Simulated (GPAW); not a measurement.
Fe:

```
CELL_PARAMETERS angstrom
-1.44300 1.44300 1.44300
1.44300 -1.44300 1.44300
1.44300 1.44300 -1.44300
ATOMIC_POSITIONS crystal
Fe 0.00000 0.00000 0.00000
```

Base run:

- Program: GPAW 26.7.0
- Functional: PBE
- Potentials or basis: GPAW PAW data sets (gpaw-data 1.2.1)
- Cutoff: 600 eV
- Basis: pw
- k mesh: 10 × 10 × 10
- Occupations: fermi-dirac, width 0.05 eV
- Spin: collinear spin, ferromagnetic start
- Starting moments: [3.0] μB

Its results: pressure -9.6 GPa; net moment 2.16 μB per cell; site moments Fe +2.22 μB.

Task: The run is repeated on the same cell with these changes: functional from PBE to r2SCAN; band points from 80 to 100. What comes out?

Result: Pressure -0.8 GPa; net moment 2.72 μB per cell; site moments Fe +2.85 μB.

Caveats: the PAW data sets were made with another functional, which shifts forces and pressure a little (some runs).
